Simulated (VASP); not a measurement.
# ZnS (Wurtzite-4H) (P6_3mc) in VASP: further runs

ZnS (Wurtzite-4H) is run at these levels: SVWN5, PBE; tasks: single point.

All numbers are computed with VASP 6.6.1; they aren't measurements. Logs are shortened: lines on timing, memory, paths and dates and some standing lists are left out, and cuts for length are marked.

**The experiment to reproduce.**

A printed reference work, monograph reports, for a bulk crystal of ZnS at 4 K: band gap 3.911 eV (direct).

How close the calculation comes is told below.

### Step 1. The cell of the first run

The structure is hexagonal, space group P6_3mc (No. 186). Conventional cell: a = 3.745 Å, b = 3.745 Å, c = 12.264 Å, α = 90.00°, β = 90.00°, γ = 120.00°. Zn (site symmetry 3m) has 4 S at 2.29 to 2.30 Å within 3.0 Å. Zn (site symmetry 3m) has 4 S at 2.29 to 2.30 Å within 3.0 Å. S (site symmetry 3m) has 4 Zn at 2.29 to 2.30 Å within 3.0 Å. S (site symmetry 3m) has 4 Zn at 2.29 to 2.30 Å within 3.0 Å.

### Step 2. Single point, SVWN5

Input file INCAR:

```
SYSTEM = ZnS
ALGO     = Normal         ! electronic algorithm
EDIFF    = 1E-6           ! SCF threshold, eV
ENCUT    = 520            ! plane-wave cutoff, eV
GGA      = VW             ! functional
ISIF     = 2              ! what is computed and relaxed
ISMEAR   = -1             ! smearing method
LASPH    = .True.         ! aspherical terms in the spheres
LCHARG   = .True.         ! write CHGCAR
LELF     = .True.         ! ELF
LREAL    = .False.        ! projectors in reciprocal space
LVHAR    = .True.       
LWAVE    = .False.        ! write WAVECAR
NBANDS   = 46             ! bands
NELM     = 60             ! most SCF steps
PREC     = Accurate       ! precision mode
SIGMA    = 0.05           ! smearing width, eV
```

Input file KPOINTS:

```
k-points
0
Gamma
  8 8 3
  0 0 0
```

Input file POSCAR:

```
ZnS
1.0
    3.7446638178      0.0000000000      0.0000000000
   -1.8723319089      3.2429739948      0.0000000000
    0.0000000000      0.0000000000     12.2644180811
Zn S
4 4
Direct
    0.6666666667      0.3333333333      0.7500000000
    0.3333333333      0.6666666667      0.2500000000
    0.0000000000      0.0000000000      0.5000000000
    0.0000000000      0.0000000000      0.0000000000
    0.6666666667      0.3333333333      0.9375000000
    0.3333333333      0.6666666667      0.4375000000
    0.0000000000      0.0000000000      0.6875000000
    0.0000000000      0.0000000000      0.1875000000
```

Potentials or basis: VASP PAW PBE potentials, release 64 (Zn, S).

The run is started by

```
> cat potpaw_PBE.64/Zn/POTCAR potpaw_PBE.64/S/POTCAR > POTCAR
> mpirun -np 1 vasp_std > vasp.out
```

OUTCAR:

```text
SYSTEM = ZnS
   EDIFF = 1E-6
   ENCUT = 520
   GGA = VW
   ISIF = 2
   ISMEAR = -1
   LASPH = .True.
   LREAL = .False.
   NELM = 60
   PREC = Accurate

 ion  position               nearest neighbor table
   1  0.667  0.333  0.750-   7 2.29   7 2.29   7 2.29   5 2.30
   2  0.333  0.667  0.250-   8 2.29   8 2.29   8 2.29   6 2.30
   3  0.000  0.000  0.500-   6 2.29   6 2.29   6 2.29   7 2.30
   4  0.000  0.000  0.000-   5 2.29   5 2.29   5 2.29   8 2.30
   5  0.667  0.333  0.938-   4 2.29   4 2.29   4 2.29   1 2.30
   6  0.333  0.667  0.438-   3 2.29   3 2.29   3 2.29   2 2.30
   7  0.000  0.000  0.688-   1 2.29   1 2.29   1 2.29   3 2.30
   8  0.000  0.000  0.188-   2 2.29   2 2.29   2 2.29   4 2.30

  LATTYP: Found a hexagonal cell.
 ALAT       =     3.7446638178
 C/A-ratio  =     3.2751719988

  Lattice vectors:

 A1 = (   3.7446638178,   0.0000000000,   0.0000000000)
 A2 = (  -1.8723319089,   3.2429739948,   0.0000000000)
 A3 = (   0.0000000000,   0.0000000000,  12.2644180811)

Analysis of symmetry for initial positions (statically):
=====================================================================
 Subroutine PRICEL returns:
 Original cell was already a primitive cell.

 Routine SETGRP: Setting up the symmetry group for a
 hexagonal supercell.

 Subroutine GETGRP returns: Found 12 space group operations
 (whereof  6 operations were pure point group operations)
 out of a pool of 24 trial point group operations.

The static configuration has the point symmetry C_3v.
 The point group associated with its full space group is C_6v.

Analysis of symmetry for dynamics (positions and initial velocities):
=====================================================================
 Subroutine PRICEL returns:
 Original cell was already a primitive cell.

 Routine SETGRP: Setting up the symmetry group for a
 hexagonal supercell.

 Subroutine GETGRP returns: Found 12 space group operations
 (whereof  6 operations were pure point group operations)
 out of a pool of 24 trial point group operations.

The dynamic configuration has the point symmetry C_3v.
 The point group associated with its full space group is C_6v.

 Subroutine INISYM returns: Found 12 space group operations
 (whereof  6 operations are pure point group operations),
 and found     1 'primitive' translations

----------------------------------------------------------------------------------------

                                     Primitive cell

  volume of cell :     148.9372

  direct lattice vectors                    reciprocal lattice vectors
     3.744663818  0.000000000  0.000000000     0.267046669  0.154179466  0.000000000
    -1.872331909  3.242973995  0.000000000     0.000000000  0.308358933  0.000000000
     0.000000000  0.000000000 12.264418081     0.000000000  0.000000000  0.081536686

  length of vectors
     3.744663818  3.744663818 12.264418081     0.308358933  0.308358933  0.081536686

  position of ions in fractional coordinates (direct lattice)
     0.666666667  0.333333333  0.750000000
     0.333333333  0.666666667  0.250000000
     0.000000000  0.000000000  0.500000000
     0.000000000  0.000000000  0.000000000
     0.666666667  0.333333333  0.937500000
     0.333333333  0.666666667  0.437500000
     0.000000000  0.000000000  0.687500000
     0.000000000  0.000000000  0.187500000

  ion indices of the primitive-cell ions
   primitive index   ion index
                 1           1
                 2           2
                 3           3
                 4           4
                 5           5
                 6           6
                 7           7
                 8           8

----------------------------------------------------------------------------------------

 KPOINTS: k-points

Automatic generation of k-mesh.
 Grid dimensions read from file:
 generate k-points for:    8    8    3

 Generating k-lattice:

  Cartesian coordinates                     Fractional coordinates (reciprocal lattice)
     0.033380834  0.019272433  0.000000000     0.125000000 -0.000000000  0.000000000
     0.000000000  0.038544867  0.000000000     0.000000000  0.125000000  0.000000000
     0.000000000  0.000000000  0.027178895     0.000000000  0.000000000  0.333333333

  Length of vectors
     0.038544867  0.038544867  0.027178895

  Shift w.r.t. Gamma in fractional coordinates (k-lattice)
     0.000000000  0.000000000  0.000000000

 Subroutine IBZKPT returns following result:
 ===========================================

 Found     20 irreducible k-points:

 Following reciprocal coordinates:
            Coordinates               Weight
  0.000000  0.000000  0.000000      1.000000
  0.125000  0.000000  0.000000      6.000000
  0.250000  0.000000  0.000000      6.000000
  0.375000  0.000000  0.000000      6.000000
  0.500000  0.000000  0.000000      3.000000
  0.125000  0.125000  0.000000      6.000000
[... 12 lines left out ...]
  0.250000  0.250000  0.333333     12.000000
  0.375000  0.250000  0.333333     12.000000
   k-points           NKPTS =     20   k-points in BZ     NKDIM =     20   number of bands    NBANDS=     46
   number of dos      NEDOS =    301   number of ions     NIONS =      8
   total plane-waves  NPLWV =  75264
   dimension x,y,z NGX =    28 NGY =   28 NGZ =   96
   dimension x,y,z NGXF=    56 NGYF=   56 NGZF=  192
   ions per type =               4   4
   NGX,Y,Z   is equivalent  to a cutoff of  12.43, 12.43, 13.01 a.u.
   NGXF,Y,Z  is equivalent  to a cutoff of  24.86, 24.86, 26.03 a.u.
 SYSTEM =  ZnS
   PREC   = accura    normal or accurate (medium, high low for compatibility)
   ISTART =      0    job   : 0-new  1-cont  2-samecut
   ICHARG =      2    charge: 1-file 2-atom 10-const
   ISPIN  =      1    spin polarized calculation?
   LNONCOLLINEAR =      F non collinear calculations
   LSORBIT =      F    spin-orbit coupling
   LASPH  =      T    aspherical Exc in radial PAW
   ENCUT  =  520.0 eV  38.22 Ry    6.18 a.u.   6.96  6.96 22.80*2*pi/ulx,y,z
   NELM   =     60;   NELMIN=  2; NELMDL= -5     # of ELM steps
   EDIFF  = 0.1E-05   stopping-criterion for ELM
   LREAL  =      F    real-space projection
   EDIFFG = 0.1E-04   stopping-criterion for IOM
   NSW    =      0    number of steps for IOM
   IBRION =     -1    ionic relax: 0-MD 1-quasi-New 2-CG
   NFREE  =      0    steps in history (QN), initial steepest desc. (CG)
   ISIF   =      2    stress and relaxation
   ISYM   =      2    0-nonsym 1-usesym 2-fastsym
   POTIM  = 0.5000    time-step for ionic-motion
   TEBEG  =    0.0;   TEEND  =   0.0 temperature during run
   PSTRESS=    0.0 pullay stress
   NELECT =      72.0000    total number of electrons
   NUPDOWN=      -1.0000    fix difference up-down
   EMIN   =  10.00;   EMAX   =-10.00  energy-range for DOS
   EFERMI =   0.00;   METHOD = LEGACY
   ISMEAR =    -1;   SIGMA  =   0.05  broadening in eV -4-tet -1-fermi 0-gaus
   EFERMI_NEDOS =   21; number of points for ismear=-14 and -15
   IALGO  =     38    algorithm
   IMIX   =      4    mixing-type and parameters
     AMIX     =   0.40;   BMIX     =  1.00
     AMIX_MAG =   1.60;   BMIX_MAG =  1.00
  volume/ion in A,a.u.               =      18.62       125.63
  Fermi-wavevector in a.u.,A,eV,Ry     =   1.284847  2.428008 22.460913  1.650831
  Thomas-Fermi vector in A             =   2.417016
   LORBIT       =      0    0 simple, 1 ext, 2 COOP (PROOUT), +10 PAW based schemes
   GGA     = VW    functional components
   LHFCALC =     F    Hartree Fock is set to
   AEXX    =    0.0000 exact exchange contribution
   IVDW    =     0    specifies the selected vdW correction
   LEPSILON=     F    determine dielectric tensor
   LRPA    =     F    only Hartree local field effects (RPA)
 non-spin polarized calculation
  energy-cutoff  :      520.00
  volume of cell :      148.94
 maximum number of plane-waves:      4025
 NGX is ok and might be reduce to    28
   NGX = 13   NGY = 13   NGZ = 45

 number of electron      71.9999998 magnetization

 Free energy of the ion-electron system (eV)
  ---------------------------------------------------
  ext. energy  EPLUGINS =         0.00000000
  ---------------------------------------------------
  free energy    TOTEN  =       -32.56848244 eV

  energy without entropy =      -32.56848244  energy(sigma->0) =      -32.56848244

 E-fermi :   3.4390     XC(G=0): -10.2986

 val. band max:        2.4056264579   @ k =   0.0000   0.0000   0.0000
 cond. band min:       4.5710917842   @ k =   0.0000   0.0000   0.0000
 fundamental gap:      2.1654653262
 Fermi energy:         3.4389977604

 k-point     1 :       0.0000    0.0000    0.0000
  band No.  band energies     occupation
      1     -11.1606      2.00000
      2     -10.6872      2.00000
      3     -10.6756      2.00000
      4     -10.0971      2.00000
      5      -4.3245      2.00000
      6      -4.3199      2.00000
[... 38 lines left out ...]
     45       8.9114      0.00000
     46       9.1787      0.00000

 k-point     2 :       0.1250    0.0000    0.0000
  band No.  band energies     occupation
      1     -11.0429      2.00000
      2     -10.5889      2.00000
      3     -10.5773      2.00000
      4     -10.0309      2.00000
      5      -4.3404      2.00000
      6      -4.3314      2.00000
[... 38 lines left out ...]
     45       8.9387      0.00000
     46       9.2358      0.00000

 k-point     3 :       0.2500    0.0000    0.0000
  band No.  band energies     occupation
      1     -10.7252      2.00000
      2     -10.3345      2.00000
      3     -10.3231      2.00000
      4      -9.8761      2.00000
      5      -4.3768      2.00000
      6      -4.3486      2.00000
[... 38 lines left out ...]
     45       9.2907      0.00000
     46       9.6848      0.00000

 k-point     4 :       0.3750    0.0000    0.0000
  band No.  band energies     occupation
      1     -10.3269      2.00000
      2     -10.0507      2.00000
      3     -10.0408      2.00000
      4      -9.7517      2.00000
      5      -4.3944      2.00000
      6      -4.3240      2.00000
[... 724 lines left out ...]
     45       9.2821      0.00000
     46       9.8674      0.00000

 k-point    19 :       0.2500    0.2500    0.3333
  band No.  band energies     occupation
      1     -10.1031      2.00000
      2     -10.0274      2.00000
      3      -9.8246      2.00000
      4      -9.7530      2.00000
      5      -4.2664      2.00000
      6      -4.2511      2.00000
[... 38 lines left out ...]
     45       9.5375      0.00000
     46       9.8770      0.00000

 k-point    20 :       0.3750    0.2500    0.3333
  band No.  band energies     occupation
      1      -9.9117      2.00000
      2      -9.8786      2.00000
      3      -9.7984      2.00000
      4      -9.7724      2.00000
      5      -4.2665      2.00000
      6      -4.2557      2.00000
[... 38 lines left out ...]
     45       9.6789      0.00000
     46       9.9896      0.00000

------------------------ aborting loop because EDIFF is reached ----------------------------------------

  FORCE on cell =-STRESS in cart. coord.  units (eV):
  Direction    XX          YY          ZZ          XY          YZ          ZX
  --------------------------------------------------------------------------------------
  -------------------------------------------------------------------------------------
  Total        0.0948516      0.0948516     -0.0249620      0.0000000      0.0000000      0.0000000
  in kB        1.0203561      1.0203561     -0.2685258      0.0000000      0.0000000      0.0000000
  external PRESSURE =       0.5907288 kB  Pullay stress =       0.0000000 kB

 VOLUME and BASIS-vectors are now :
 -----------------------------------------------------------------------------
  energy-cutoff  :      520.00
  volume of cell :      148.94
      direct lattice vectors                 reciprocal lattice vectors
     3.744663818  0.000000000  0.000000000     0.267046669  0.154179466  0.000000000
    -1.872331909  3.242973995  0.000000000     0.000000000  0.308358933  0.000000000
     0.000000000  0.000000000 12.264418081     0.000000000  0.000000000  0.081536686

 POSITION                                       TOTAL-FORCE (eV/Angst)
 -----------------------------------------------------------------------------------
      1.87233      1.08099      9.19831         0.000000     -0.000000      0.007207
     -0.00000      2.16198      3.06610        -0.000000      0.000000      0.007207
      0.00000      0.00000      6.13221         0.000000      0.000000      0.036344
      0.00000      0.00000      0.00000        -0.000000      0.000000      0.036344
      1.87233      1.08099     11.49789        -0.000000      0.000000      0.012115
     -0.00000      2.16198      5.36568         0.000000     -0.000000      0.012115
      0.00000      0.00000      8.43179         0.000000      0.000000     -0.055665
      0.00000      0.00000      2.29958        -0.000000     -0.000000     -0.055665
 -----------------------------------------------------------------------------------
    total drift:                               -0.000002     -0.000003      0.000409

  FREE ENERGIE OF THE ION-ELECTRON SYSTEM (eV)
  ---------------------------------------------------
  free  energy   TOTEN  =       -32.5684824405 eV

  energy  without entropy=      -32.5684824405  energy(sigma->0) =      -32.56848244
```

Wall time 66 s (1 thread of Intel Xeon 6975P-C (Granite Rapids), shared host); peak memory 0.26 GiB.

Results:

| Item | Value |
| --- | --- |
| Free energy | -32.5685 eV |
| Pressure | 0.1 GPa |
| Largest force | 0.056 eV/Å |
| Band gap on the k mesh | 2.17 eV, direct |

Forces in eV/Å, atoms in the order of the input:
```
Zn   0.000  0.000  0.007
Zn   0.000  0.000  0.007
Zn   0.000  0.000  0.036
Zn   0.000  0.000  0.036
S    0.000  0.000  0.012
S    0.000  0.000  0.012
S    0.000  0.000 -0.056
S    0.000  0.000 -0.056
```

Caveat: the PAW data sets were made with another functional, which shifts forces and pressure a little.

### Step 3. Single point, PBE

Input file INCAR:

```
SYSTEM = ZnS
PREC = Accurate
ENCUT = 520
EDIFF = 1E-7
ISMEAR = -1
SIGMA = 0.05
LREAL = .FALSE.
LASPH = .TRUE.
NELM = 80
ALGO = Normal
ISIF = 2
LWAVE = .FALSE.
LCHARG = .FALSE.
GGA = PE
NBANDS = 46
```

Input file KPOINTS:

```
regular mesh
0
G
  8 8 3
  0 0 0
```

POSCAR is that of step 2.

Potentials or basis: VASP PAW PBE potentials, release 64 (Zn, S).

The run is started by

```
> cat potpaw_PBE.64/Zn/POTCAR potpaw_PBE.64/S/POTCAR > POTCAR
> mpirun -np 1 vasp_std > vasp.out
```

OUTCAR:

```text
SYSTEM = ZnS
   PREC = Accurate
   ENCUT = 520
   EDIFF = 1E-7
   ISMEAR = -1
   LREAL = .FALSE.
   LASPH = .TRUE.
   NELM = 80
   ISIF = 2
   GGA = PE

 ion  position               nearest neighbor table
   1  0.667  0.333  0.750-   7 2.29   7 2.29   7 2.29   5 2.30
   2  0.333  0.667  0.250-   8 2.29   8 2.29   8 2.29   6 2.30
   3  0.000  0.000  0.500-   6 2.29   6 2.29   6 2.29   7 2.30
   4  0.000  0.000  0.000-   5 2.29   5 2.29   5 2.29   8 2.30
   5  0.667  0.333  0.938-   4 2.29   4 2.29   4 2.29   1 2.30
   6  0.333  0.667  0.438-   3 2.29   3 2.29   3 2.29   2 2.30
   7  0.000  0.000  0.688-   1 2.29   1 2.29   1 2.29   3 2.30
   8  0.000  0.000  0.188-   2 2.29   2 2.29   2 2.29   4 2.30

  LATTYP: Found a hexagonal cell.
 ALAT       =     3.7446638178
 C/A-ratio  =     3.2751719988

  Lattice vectors:

 A1 = (   3.7446638178,   0.0000000000,   0.0000000000)
 A2 = (  -1.8723319089,   3.2429739948,   0.0000000000)
 A3 = (   0.0000000000,   0.0000000000,  12.2644180811)

Analysis of symmetry for initial positions (statically):
[... 187 lines left out ...]
 Fermi energy:         3.6681812825

 k-point     1 :       0.0000    0.0000    0.0000
  band No.  band energies     occupation
      1     -10.9004      2.00000
      2     -10.4378      2.00000
      3     -10.4255      2.00000
      4      -9.8631      2.00000
      5      -3.9138      2.00000
      6      -3.9095      2.00000
[... 969 lines left out ...]
     45      10.0899      0.00000
     46      10.3793      0.00000

------------------------ aborting loop because EDIFF is reached ----------------------------------------

  FORCE on cell =-STRESS in cart. coord.  units (eV):
  Direction    XX          YY          ZZ          XY          YZ          ZX
  --------------------------------------------------------------------------------------
  -------------------------------------------------------------------------------------
  Total        6.4039986      6.4039986      6.2622499      0.0000000      0.0000000      0.0000000
  in kB       68.8903768     68.8903768     67.3655296      0.0000000      0.0000000      0.0000000
  external PRESSURE =      68.3820944 kB  Pullay stress =       0.0000000 kB

 VOLUME and BASIS-vectors are now :
 -----------------------------------------------------------------------------
  energy-cutoff  :      520.00
  volume of cell :      148.94
      direct lattice vectors                 reciprocal lattice vectors
     3.744663818  0.000000000  0.000000000     0.267046669  0.154179466  0.000000000
    -1.872331909  3.242973995  0.000000000     0.000000000  0.308358933  0.000000000
     0.000000000  0.000000000 12.264418081     0.000000000  0.000000000  0.081536686

 POSITION                                       TOTAL-FORCE (eV/Angst)
 -----------------------------------------------------------------------------------
      1.87233      1.08099      9.19831        -0.000000     -0.000000      0.014123
     -0.00000      2.16198      3.06610        -0.000000      0.000000      0.014123
      0.00000      0.00000      6.13221        -0.000000      0.000000      0.039907
      0.00000      0.00000      0.00000         0.000000     -0.000000      0.039907
      1.87233      1.08099     11.49789         0.000000      0.000000      0.006004
     -0.00000      2.16198      5.36568        -0.000000      0.000000      0.006004
      0.00000      0.00000      8.43179         0.000000      0.000000     -0.060034
      0.00000      0.00000      2.29958        -0.000000     -0.000000     -0.060034
 -----------------------------------------------------------------------------------
    total drift:                               -0.000002     -0.000003      0.001341

  FREE ENERGIE OF THE ION-ELECTRON SYSTEM (eV)
  ---------------------------------------------------
  free  energy   TOTEN  =       -27.1432654930 eV

  energy  without entropy=      -27.1432654929  energy(sigma->0) =      -27.14326549
```

Run time: 90 s. Hardware: 1 thread of Intel Xeon 6975P-C (Granite Rapids), shared host; peak memory 0.3 GiB.

What came out:

```yaml
Free_energy: -27.1433 eV
Pressure: 6.8 GPa
Largest_force: 0.060 eV/Å
Band_gap_on_the_k_mesh: 2.41 eV, direct
```

Forces in eV/Å, atoms in the order of the input:
```
Zn   0.000  0.000  0.014
Zn   0.000  0.000  0.014
Zn   0.000  0.000  0.040
Zn   0.000  0.000  0.040
S    0.000  0.000  0.006
S    0.000  0.000  0.006
S    0.000  0.000 -0.060
S    0.000  0.000 -0.060
```

A k mesh can miss the band edges. Expect the measured gap to be larger: semilocal functionals such as PBE lack the derivative discontinuity.

(Continued in part 2 of 2.)
